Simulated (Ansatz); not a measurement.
Ba4Hf4O11: nudged elastic band, vacancy jump

Method: DFT PBE, scalar-relativistic, plane waves, PAW (Ansatz). Settings: plane waves to 420 eV, k-mesh 4×4×4 (Γ-centred), Gaussian smearing 0.05 eV. Spin–orbit coupling is left out, which matters for the heavy elements here. No spin polarisation.

3 inner image(s), climbing off, force tolerance 0.05 eV/Å, at most 60 iterations, fixed cell. The cell carries a charge of +2 e on a uniform background, with no finite-size correction, so the barrier is rough in so small a cell.

Time: 27 min on 4 threads of Arm Neoverse V1 (shared host), peak memory 3.9 GiB.

Command:
```bash
ansatz run input.yaml --threads 4 --pin off --max-ram 9216MiB --backend cpu --events-out ev --progress --plain --runs-dir out
```

Input:
```yaml
crystal:
  lattice:
    - [-4.2060992453, 4.2060992453, 4.2060663988]
    - [4.2060992453, -4.2060992453, 4.2060663988]
    - [4.2060992453, 4.2060992453, -4.2060663988]
  atoms:
    - { symbol: Ba, position: [0.7480960855, 0.7489989767, 0.5009028912] }
    - { symbol: Ba, position: [0.2499027676, 0.2508075187, 0.5009047511] }
    - { symbol: Ba, position: [0.2499027676, 0.7489980166, -0.0009047511] }
    - { symbol: Ba, position: [0.7480960855, 0.2471931943, -0.0009028912] }
    - { symbol: Hf, position: [0.7659463345, 0.7490021955, 0.016944139] }
    - { symbol: Hf, position: [0.2490009519, 0.2490011419, -1.9e-07] }
    - { symbol: Hf, position: [0.2320580565, 0.7490021955, 0.483055861] }
    - { symbol: Hf, position: [0.7490013319, 0.2490011419, 0.50000019] }
    - { symbol: O, position: [0.9990055665, 0.2490055665, 0.75] }
    - { symbol: O, position: [0.9990025156, 0.7490025156, 0.25] }
    - { symbol: O, position: [0.4990010988, 0.2490010988, 0.25] }
    - { symbol: O, position: [0.2680933764, 0.5047780165, 0.2748677509] }
    - { symbol: O, position: [0.7299102656, 0.9932256256, 0.2251322491] }
    - { symbol: O, position: [0.7299102656, 0.5047780165, 0.7366846401] }
    - { symbol: O, position: [0.2680933764, 0.9932256256, 0.7633153599] }
    - { symbol: O, position: [0.5123208816, 0.9932268977, 0.5190939838] }
    - { symbol: O, position: [1.0238727224, 0.5047792266, 0.5190934958] }
    - { symbol: O, position: [0.9741329139, 0.9932268977, -0.0190939838] }
    - { symbol: O, position: [0.4856857307, 0.5047792266, -0.0190934958] }
total_charge: 2
basis:
  ecutwfc: 420
kpoints:
  mp_grid: { grid: [4, 4, 4] }
hamiltonian:
  xc: pbe
scf:
  occupations: { method: gaussian, width: 0.05 }
output:
  forces: true
neb:
  images: 3
  f_tol: 0.05
  max_iterations: 60
  order_check: false
  final_atoms:
    - { symbol: Ba, position: [0.7480871085, 0.7499158272, 0.5] }
    - { symbol: Ba, position: [0.2499158272, 0.2480871085, 0.5] }
    - { symbol: Ba, position: [0.2499158272, 0.7499158272, 0.0018287187] }
    - { symbol: Ba, position: [0.7480871085, 0.2480871085, -0.0018287187] }
    - { symbol: Hf, position: [0.7490040413, 0.7490040413, 0.0] }
    - { symbol: Hf, position: [0.2490040413, 0.2490040413, 0.0] }
    - { symbol: Hf, position: [0.2320896445, 0.7320896445, 0.5] }
    - { symbol: Hf, position: [0.7659127923, 0.2659127923, 0.5] }
    - { symbol: O, position: [0.9740478848, 0.2298196338, 0.744228251] }
    - { symbol: O, position: [1.0239548951, 0.7681830185, 0.2557718766] }
    - { symbol: O, position: [0.4855913828, 0.2298196338, 0.255771749] }
    - { symbol: O, position: [0.2681830185, 0.5239548951, 0.2557718766] }
    - { symbol: O, position: [0.7298196338, 0.9855913828, 0.255771749] }
    - { symbol: O, position: [0.7298196338, 0.4740478848, 0.744228251] }
    - { symbol: O, position: [0.2681830185, 1.0124111419, 0.7442281234] }
    - { symbol: O, position: [0.5124111419, 0.7681830185, 0.7442281234] }
    - { symbol: O, position: [0.9990011466, 0.4990011466, 0.5] }
    - { symbol: O, position: [0.9990061314, 0.9990061314, 0.0] }
    - { symbol: O, position: [0.4990061314, 0.4990061314, 0.0] }
  climbing: false
```

Output (its end):
```
...
    - { symbol: Ba, position: [0.749247396478557, 0.2505644778566989, 0.0015647627040944745] }
    - { symbol: Hf, position: [0.7702081263252195, 0.7536779988943448, 0.016530130080118614] }
    - { symbol: Hf, position: [0.24300303009775187, 0.24600162065073153, -0.002998592400250045] }
    - { symbol: Hf, position: [0.22224363039950462, 0.7356233744645735, 0.4866202553235921] }
    - { symbol: Hf, position: [0.7702061846975785, 0.26552813031262557, 0.5046780529470365] }
    - { symbol: O, position: [0.9856390475734034, 0.24086916945605086, 0.7447698779542397] }
    - { symbol: O, position: [1.0261711375984357, 0.7763313246688142, 0.24983981278497455] }
    - { symbol: O, position: [0.4893503348234999, 0.2347666994913589, 0.2545836353092987] }
    - { symbol: O, position: [0.2324191970978942, 0.4919275708774251, 0.24292451599198386] }
    - { symbol: O, position: [0.7288310405660823, 0.988915509384356, 0.23991509496874056] }
    - { symbol: O, position: [0.7288310401168138, 0.48891594525419924, 0.7399155307470475] }
    - { symbol: O, position: [0.2324191971832296, 0.9894946800888023, 0.7404916250929942] }
    - { symbol: O, position: [0.5455111753942019, 0.8972629483769605, 0.6482482275332215] }
    - { symbol: O, position: [1.0261668073571864, 0.49884055252899157, 0.527326254740415] }
    - { symbol: O, position: [0.9856339401563065, 0.9937705242975513, -0.008136583949676953] }
    - { symbol: O, position: [0.4893521976409287, 0.5035851052559035, -0.014232908610168954] }
```

The calculation finished and met its thresholds.

Final band:

```csv
image,s (Å),ΔE (eV)
0,0.000,0.000
1,0.724,0.496
2,1.448,0.934
3,2.173,0.496
4,2.897,0.000
```

Highest image over the start 0.934 eV, over the end 0.934 eV. The order of the saddle wasn't checked, and a path that keeps a symmetry can read too high. Without a climbing image the barrier can read too low.

By iteration:

```
iteration largest band force component (eV/Å) highest image (eV)
        1                                8.722               2.808
        2                                1.746               1.646
        3                                1.404               1.094
        4                                0.723               0.964
        5                                0.292               0.943
        6                                0.114               0.936
        7                                0.077               0.934
        8                                0.028               0.934
```

Images of the last band (Å, true forces in eV/Å):

```xyz
19
Lattice="-4.206 4.206 4.206 4.206 -4.206 4.206 4.206 4.206 -4.206" Properties=species:S:1:pos:R:3:forces:R:3 pbc="T T T" image=0 dE_eV=0.0000
Ba    2.111    2.103    4.190    0.001    0.000   -0.001
Ba    2.111    2.103   -0.001    0.001    0.000    0.001
Ba    2.095   -2.103    4.205   -0.001    0.000    0.001
Ba   -2.111    2.103    4.190   -0.001    0.000   -0.001
Hf    0.000    0.143    6.301    0.000   -0.005    0.000
Hf    0.000    0.000    2.095    0.000    0.000    0.000
Hf    4.206   -0.143    2.095    0.000    0.005    0.000
Hf    0.000    4.206    2.095    0.000    0.000    0.000
O     0.000    6.309    2.095    0.000    0.000    0.000
O     0.000    2.103    6.301    0.000    0.000    0.000
O     0.000    2.103    2.095    0.000    0.000    0.000
O     2.152    0.161    2.095   -0.001    0.002    0.000
O     2.054   -0.161    6.301    0.001   -0.002    0.000
O     2.152    4.045    2.095   -0.001   -0.002    0.000
O     6.261    0.161    2.095    0.001    0.002    0.000
O     4.206    0.161    4.149    0.000    0.002    0.001
O     0.000    4.367    4.246    0.000    0.002   -0.001
O     0.000   -0.161    8.355    0.000   -0.002    0.001
O     0.000   -0.161    4.246    0.000   -0.002   -0.001
19
Lattice="-4.206 4.206 4.206 4.206 -4.206 4.206 4.206 4.206 -4.206" Properties=species:S:1:pos:R:3:forces:R:3 pbc="T T T" image=1 dE_eV=0.4955
Ba    2.107    2.102    4.193    0.019    0.036   -0.045
Ba    2.105    2.113    0.009    0.001    0.034   -0.037
Ba    2.101   -2.093    4.215   -0.001    0.034   -0.037
Ba   -2.107    2.102    4.193   -0.019    0.036   -0.045
Hf    0.000    0.152    6.323    0.000    0.061   -0.060
Hf    0.000   -0.020    2.080    0.000    0.075   -0.014
Hf    4.206   -0.134    2.044    0.000   -0.002    0.067
Hf    0.000    4.251    2.165    0.000    0.061   -0.144
O     0.000    6.303    2.102    0.000    0.074    0.065
O     0.000    2.106    6.484    0.000    0.050   -0.111
O     0.000    2.131    1.987    0.000    0.005   -0.018
O     2.125    0.009    2.019    0.018    0.151   -0.055
O     2.081   -0.115    6.245   -0.032   -0.002    0.004
O     2.125    4.091    2.039    0.032   -0.002    0.004
O     6.287    0.009    2.019   -0.018    0.151   -0.055
O     4.206    0.719    3.822    0.000   -0.713    0.647
O     0.000    4.407    4.193    0.000   -0.011   -0.050
O     0.000   -0.148    8.341    0.000   -0.085   -0.072
O     0.000   -0.119    4.244    0.000    0.049   -0.042
19
Lattice="-4.206 4.206 4.206 4.206 -4.206 4.206 4.206 4.206 -4.206" Properties=species:S:1:pos:R:3:forces:R:3 pbc="T T T" image=2 dE_eV=0.9339
Ba    2.091    2.104    4.199   -0.002    0.001    0.001
Ba    2.103    2.121    0.010    0.000    0.003    0.003
Ba    2.103   -2.085    4.216    0.000    0.003    0.003
Ba   -2.091    2.104    4.199    0.002    0.001    0.001
Hf    0.000    0.139    6.340    0.000    0.005    0.009
Hf    0.000   -0.025    2.069    0.000    0.011    0.011
Hf    4.206   -0.113    1.982    0.000    0.023    0.024
Hf    0.000    4.245    2.234    0.000    0.009    0.005
O     0.000    6.265    2.026    0.000   -0.007   -0.006
O     0.000    2.102    6.531    0.000   -0.012   -0.006
O     0.000    2.142    1.975    0.000   -0.009    0.007
O     2.113   -0.070    2.025   -0.002   -0.004   -0.004
O     2.103   -0.085    6.216    0.000   -0.001   -0.001
O     2.103    4.121    2.010    0.000   -0.001   -0.001
O     6.299   -0.070    2.025    0.002   -0.004   -0.004
O     4.206    1.247    3.342    0.000   -0.011   -0.011
O     0.000    4.436    4.196    0.000   -0.006   -0.012
O     0.000   -0.068    8.360    0.000   -0.006   -0.008
O     0.000   -0.120    4.236    0.000    0.007   -0.009
19
Lattice="-4.206 4.206 4.206 4.206 -4.206 4.206 4.206 4.206 -4.206" Properties=species:S:1:pos:R:3:forces:R:3 pbc="T T T" image=3 dE_eV=0.4957
Ba    2.107    2.098    4.197    0.019   -0.045    0.036
Ba    2.101    2.120    0.002   -0.001   -0.037    0.034
Ba    2.105   -2.086    4.208    0.001   -0.037    0.034
Ba   -2.107    2.098    4.197   -0.019   -0.045    0.036
Hf    0.000    0.070    6.345    0.000   -0.144    0.061
Hf    0.000   -0.015    2.074    0.000   -0.014    0.075
Hf    4.206   -0.050    1.960    0.000    0.067   -0.002
Hf    0.000    4.228    2.247    0.000   -0.060    0.060
O     0.000    6.247    1.947    0.000   -0.072   -0.085
O     0.000    2.099    6.501    0.000   -0.050   -0.011
O     0.000    2.149    1.975    0.000   -0.042    0.049
O     2.125   -0.076    2.104    0.018   -0.055    0.151
O     2.125   -0.056    6.186    0.032    0.004   -0.002
O     2.081    4.150    1.980   -0.032    0.004   -0.002
O     6.287   -0.076    2.104   -0.018   -0.055    0.151
O     4.206    1.727    2.814    0.000    0.647   -0.713
O     0.000    4.389    4.201    0.000   -0.111    0.050
O     0.000    0.008    8.397    0.000    0.065    0.074
O     0.000   -0.108    4.225    0.000   -0.018    0.005
19
Lattice="-4.206 4.206 4.206 4.206 -4.206 4.206 4.206 4.206 -4.206" Properties=species:S:1:pos:R:3:forces:R:3 pbc="T T T" image=4 dE_eV=0.0000
Ba    2.111    2.095    4.198    0.000    0.000    0.000
Ba    2.095    2.111   -0.008    0.000    0.000    0.000
Ba    2.111   -2.095    4.198    0.000    0.000    0.000
Ba   -2.111    2.095    4.198    0.000    0.000    0.000
Hf    0.000    0.000    6.301    0.000    0.000    0.000
Hf    0.000    0.000    2.095    0.000    0.000    0.000
Hf    4.206    0.000    1.952    0.000    0.000    0.001
Hf    0.000    4.206    2.237    0.000    0.000   -0.001
O     0.000    6.261    1.933    0.000   -0.001    0.001
O     0.000    2.152    6.462    0.000    0.001   -0.001
O     0.000    2.152    1.933    0.000    0.001    0.001
O     2.152    0.000    2.256    0.001    0.000   -0.001
O     2.152    0.000    6.139    0.001    0.000    0.001
O     2.054    4.206    1.933   -0.001    0.000    0.001
O     6.261    0.000    2.256   -0.001    0.000   -0.001
O     4.206    2.054    2.256    0.000   -0.001   -0.001
O     0.000    4.206    4.198    0.000    0.000    0.000
O     0.000    0.000    8.404    0.000    0.000    0.000
O     0.000    0.000    4.198    0.000    0.000    0.000
```